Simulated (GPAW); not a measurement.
# MoP (P-6m2) in GPAW: reference runs

How does MoP come out in PBEsol? The cell is run as given.

All numbers are computed with GPAW 26.7.0; they aren't measurements. Logs are shortened: lines on timing, memory, paths and dates and some standing lists are left out, and cuts for length are marked. The log counts tension as positive stress, the text compression.

### Step 1. The crystal as given

Symmetry: P-6m2, No. 187, hexagonal system. The conventional cell has a = 3.223 Å, b = 3.223 Å, c = 3.191 Å, α = 90.00°, β = 90.00°, γ = 120.00°. Mo (site symmetry -6m2) has 6 P at 2.45 Å as nearest neighbours. P (site symmetry -6m2) is surrounded by 6 Mo at 2.45 Å.

### Step 2. Single point, PBEsol

Input file run.py:

```python
from ase import Atoms
from ase.dft.bandgap import bandgap
from ase.io import write
from ase.units import GPa
from gpaw import GPAW, PW, setup_paths

setup_paths.insert(0, '.')

atoms = Atoms(['Mo', 'P'],
              cell=[[3.223, 0.0, 0.0],
                    [-1.6115, 2.7911998764, 0.0],
                    [0.0, 0.0, 3.191]],
              scaled_positions=[[0.0, 0.0, 0.0],
                                [0.3333333333, 0.6666666667, 0.5]],
              pbc=True)

calc = GPAW(mode=PW(600),
            xc='PBEsol',
            kpts={'size': (10, 10, 8), 'gamma': True},
            occupations={'name': 'fermi-dirac', 'width': 0.05},
            nbands=20,
            convergence={'density': 1e-05, 'energy': 1e-05},
            maxiter=150,
            txt='gpaw.txt')
atoms.calc = calc
energy = atoms.get_potential_energy()
forces = atoms.get_forces()
stress = atoms.get_stress()
calc.write('gs.gpw')
write('result.traj', atoms)
print(f'Energy: {energy:.6f} eV')
print('Forces (eV/A):')
print(forces.round(4))
print('Stress (GPa):', (stress / GPa).round(3))
print('Fermi level:', round(calc.get_fermi_level(), 4), 'eV')
print(f'Gap: {bandgap(calc)[0]:.4f} eV, direct: {bandgap(calc, direct=True)[0]:.4f} eV')
```

Potentials or basis: PAW data sets generated in the run's folder for this functional, pw.

On the command line:

```sh
$ gpaw-setup -f PBEsol Mo P
$ OMP_NUM_THREADS=1 python run.py
```

gpaw.txt:

```text
__  _  _
 | _ |_)|_||  |
 |__||  | ||/\| - 26.7.0

Input parameters:
  mode=PW(ecut=600.0),
  convergence={'density': 1e-05, 'energy': 1e-05},
  kpts=MonkhorstPack(size=(10, 10, 8), gamma=True),
  maxiter=150,
  nbands=20,
  occupations=Occupations(name='fermi-dirac', width=0.05),
  xc=XC(name='PBEsol')

Diagonalizing LCAO Hamiltonian
Converting LCAO to pw mode

         P

       Mo

Atoms  # Å, Bohr magnetons
|   | symbol |         x |        y |        z |    initial magnetic moments |
|---|--------|-----------|----------|----------|-----------------------------|
| 0 |     Mo |  0.000000 | 0.000000 | 0.000000 | ( 0.0000,  0.0000,  0.0000) |
| 1 |      P | -0.000000 | 1.860800 | 1.595500 | ( 0.0000,  0.0000,  0.0000) |

Unit cell  # Å
| periodic |         x |        y |        z |  lengths |     angles |
|----------|-----------|----------|----------|----------|------------|
|      yes |  3.223000 | 0.000000 | 0.000000 | 3.223000 |  90.000000 |
|      yes | -1.611500 | 2.791200 | 0.000000 | 3.223000 |  90.000000 |
|      yes |  0.000000 | 0.000000 | 3.191000 | 3.191000 | 120.000000 |

Number of symmetries: 12
Symmetry operations  # r_c * U_cc + t_c -> r_c
|    | kind |            matrix            |
|----|------|------------------------------|
|  0 |  σ   |  1, 1, 0,  0,-1, 0,  0, 0, 1 |
|  1 |  C2  |  1, 1, 0,  0,-1, 0,  0, 0,-1 |
|  2 |  E   |  1, 0, 0,  0, 1, 0,  0, 0, 1 |
|  3 |  σ   |  1, 0, 0,  0, 1, 0,  0, 0,-1 |
|  4 |  C3  |  0, 1, 0, -1,-1, 0,  0, 0, 1 |
|  5 |  S3  |  0, 1, 0, -1,-1, 0,  0, 0,-1 |
|  6 |  σ   |  0,-1, 0, -1, 0, 0,  0, 0, 1 |
|  7 |  C2  |  0,-1, 0, -1, 0, 0,  0, 0,-1 |
|  8 |  σ   | -1, 0, 0,  1, 1, 0,  0, 0, 1 |
|  9 |  C2  | -1, 0, 0,  1, 1, 0,  0, 0,-1 |
| 10 |  C3  | -1,-1, 0,  1, 0, 0,  0, 0, 1 |
| 11 |  S3  | -1,-1, 0,  1, 0, 0,  0, 0,-1 |

BZ-sampling:
  Number of BZ points: 800
  Number of IBZ points: 70

  Monkhorst-Pack size: [10, 10, 8]
  Monkhorst-Pack shift: [0.05, 0.05, 0.0625]

K-points  # in reciprocal-cell coordinates
|     |                                coordinates |     weight |
|-----|--------------------------------------------|------------|
|   0 | (  0.00000000,   0.00000000,   0.00000000) | 0.00125000 |
|   1 | (  0.00000000,   0.00000000,   0.12500000) | 0.00250000 |
|   2 | (  0.00000000,   0.00000000,   0.25000000) | 0.00250000 |
|   3 | (  0.00000000,   0.00000000,   0.37500000) | 0.00250000 |
|   4 | (  0.00000000,   0.00000000,   0.50000000) | 0.00125000 |
|   5 | (  0.10000000,   0.00000000,   0.00000000) | 0.00750000 |
|   6 | (  0.10000000,   0.00000000,   0.12500000) | 0.01500000 |
|   7 | (  0.10000000,   0.00000000,   0.25000000) | 0.01500000 |
|   8 | (  0.10000000,   0.00000000,   0.37500000) | 0.01500000 |
|   9 | (  0.10000000,   0.00000000,   0.50000000) | 0.00750000 |
| ... |                                            |            |
|  69 | (  0.50000000,   0.50000000,   0.50000000) | 0.00375000 |

Plane wave coefficients: 974
Cutoff: 600.0 eV

Spin-components: 1 (collinear spins)
Bands:           20
Projectors:      11
Spin-degeneracy: 2
Datatype:        complex128

Parallelization:
  kpt:    1
  domain: 1
  band:   1

Density:
  Valence electrons: 19.0
  Components: 1
  Grid points: [20 20 20]
  Charge: 0.0  # |e|

Potential:
  Grid points: [20 20 20]

species:
  Mo:
    name:    Molybdenum
    Z:       42.0
    valence: 14
    core:    28
    charge:  0.0  # [|e|]
    compensation charges:
      type: gauss
      rc: 0.38  # [Å]
      lmax: 2
    cutoffs:
      filter: 2.16  # [Å]
      core: 1.42  # [Å]
    projectors
    | kind |    occ | energy [eV] | rcut [Å] |
    |------|--------|-------------|----------|
    |   4s |  2.000 |     -64.262 |    1.238 |
    |   5s |  1.000 |      -4.116 |    1.238 |
    |   4p |  6.000 |     -38.461 |    1.296 |
    |   5p |  0.000 |      -1.012 |    1.296 |
    |   4d |  5.000 |      -3.770 |    1.296 |
    |    d |        |      23.442 |    1.296 |

    Using partial waves for Mo as LCAO basis

  P:
    name:    Phosphorus
    Z:       15.0
    valence: 5
    core:    10
    charge:  0.0  # [|e|]
    compensation charges:
      type: gauss
      rc: 0.30  # [Å]
      lmax: 2
    cutoffs:
      filter: 1.69  # [Å]
      core: 1.81  # [Å]
    projectors
    | kind |    occ | energy [eV] | rcut [Å] |
    |------|--------|-------------|----------|
    |   3s |  2.000 |     -13.916 |    0.953 |
    |   3p |  3.000 |      -5.479 |    0.953 |
    |    s |        |      13.296 |    0.953 |
    |    p |        |      21.732 |    0.953 |
    |    d |        |       0.000 |    0.953 |

    Using partial waves for P as LCAO basis

Reference energy: -119361.602977  # eV

eigensolver:
  PPCG
  Converge bands: occupied
  niter=2

density mixing:
  MSR1-Mixer
  Pratt-step length: 0.05
  Maximum mixing coefficient: 0.75
  Old densities: 10
  SVD Regularization: 0.005
  Good broyden scale: 1.0
  Trust region scale: 1.0
  Backstep threshold: 4.0
  History deletion threshold: 6.0
  Fourier metric: weight=20.0, sigma=0.015

occupation numbers:
  Fermi-Dirac:
    width: 0.0500  # eV

poisson solver:
  ecut: 4800.0  # eV

xc functional:
  name: PBEsol with 2 nearest neighbor stencil

convergence criteria:
- Maximum integral of absolute [dens]ity change: 1e-05 electrons / valence electron
- Maximum [total energy] change in last 3 cyles: 1e-05 eV / valence electron
- Maximum integral of absolute [eigenst]ate change: 4e-08 eV^2 / valence electron
maximum number of iterations: 150

SCF iterations
|iter     | |      energy | eigst |  dens |
|---------|-|-------------|-------|-------|
|iter:   1| |  -20.519362 | +0.54 |       |
|iter:   2| |  -20.183661 | -1.90 | -0.99 |
|iter:   3| |  -19.362626 | -1.28 | -1.05 |
|iter:   4| |  -19.351769 | -2.90 | -1.65 |
|iter:   5| |  -19.351141 | -3.33 | -1.92 |
|iter:   6| |  -19.351136 | -4.68 | -2.60 |
|iter:   7| |  -19.351127c| -5.93 | -3.40 |
|iter:   8| |  -19.351128c| -7.57c| -4.12 |
|iter:   9| |  -19.351127c| -7.64c| -4.89 |
|iter:  10| |  -19.351128c| -8.84c| -5.53c|

Converged in 10 steps
Energy contributions relative to reference atoms: (reference = -119361.602977)

Energy contributions:
  Kinetic:          -6.335639
  Coulomb:           2.688649
  Zero:             -0.326078
  External:          0.000000
  Xc:              -15.375966
  Entropy:          -0.004188
  Spinorbit:         0.000000
  ----------------------------
  Free energy:     -19.353222
  Extrapolated:    -19.351128

dipole moment: (-7.891046, -9.341732, -11.916202)  # |e|*Ang

Fermi level: 12.326
Eigenvalues  # (at kpt = [0.000, 0.000, 0.000])
| band index |      eig [eV] | occ [0-2] |
|------------|---------------|-----------|
|          0 |       -48.810 |     2.000 |
|          1 |       -23.031 |     2.000 |
|          2 |       -22.805 |     2.000 |
|          3 |       -22.805 |     2.000 |
|          4 |        -1.562 |     2.000 |
|          5 |         8.159 |     2.000 |
|          6 |         9.065 |     2.000 |
|          7 |         9.065 |     2.000 |
|          8 |        11.643 |     2.000 |
|          9 |        12.625 |     0.005 |
|         10 |        12.625 |     0.005 |
|         11 |        16.478 |     0.000 |
|         12 |        16.478 |     0.000 |
|         13 |        17.880 |     0.000 |
|         14 |        21.267 |     0.000 |
|         15 |        21.267 |     0.000 |
|         16 |        21.288 |     0.000 |
|        ... |               |           |
|         19 |        30.595 |     0.000 |

No gap
No difference between direct/indirect transitions

Forces  # eV/Ang
|       x |       y |       z |
|---------|---------|---------|
| 0.00000 | 0.00000 | 0.00000 |  # Mo   0
| 0.00000 | 0.00000 | 0.00000 |  # P    1

Stress tensor  # eV/Ang^3
|        x |        y |        z |
|----------|----------|----------|
| 0.019155 | 0.000000 | 0.000000 |
| 0.000000 | 0.019155 | 0.000000 |
| 0.000000 | 0.000000 | 0.026509 |

# Writing to gs.gpw (mode='')
```

It took 23 s on 1 thread of Arm Neoverse V2, shared host; peak memory 0.16 GiB.

What came out:

```yaml
Free_energy: -19.3532 eV
Pressure: -3.5 GPa
Band_gap_on_the_k_mesh: none (metal or under the smearing width)
```
